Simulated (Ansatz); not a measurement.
A run of Ansatz 0.2.0:

Contents of input:

```
crystal:
  lattice:
    - [4.01, 0.0, 0.0]
    - [-2.005, 3.4727618692, 0.0]
    - [0.0, 0.0, 5.201]
  atoms:
    - { symbol: Pt, position: [0.0, 0.0, 0.0] }
    - { symbol: Te, position: [0.6666666667, 0.3333333333, 0.75] }
    - { symbol: Te, position: [0.3333333333, 0.6666666667, 0.25] }
hamiltonian:
  xc: pbe0
  pseudopotentials: { kind: paw }
kpoints:
  mp_grid: { grid: [6, 6, 4] }
scf:
  occupations: { method: fermi_dirac, width: 0.05 }
output:
  forces: true
  stress: true
  eigenvalues: true
  write_density: true
  write_potential: true
  elf: true
  volumetric_format: npy
```

Hardware: 1 × NVIDIA H100 80GB HBM3 with 2 threads of AMD EPYC 7R13 Processor (Zen 3) (shared host).

**Question.** Estimate the wall time of this run.

**Answer.** Wall time 24 s on 1 × NVIDIA H100 80GB HBM3 with 2 threads of AMD EPYC 7R13 Processor (Zen 3), with other jobs on the host, peak memory 3 GiB. Counts: scf iterations 33, plane waves 1409, k points 24, bands 30.
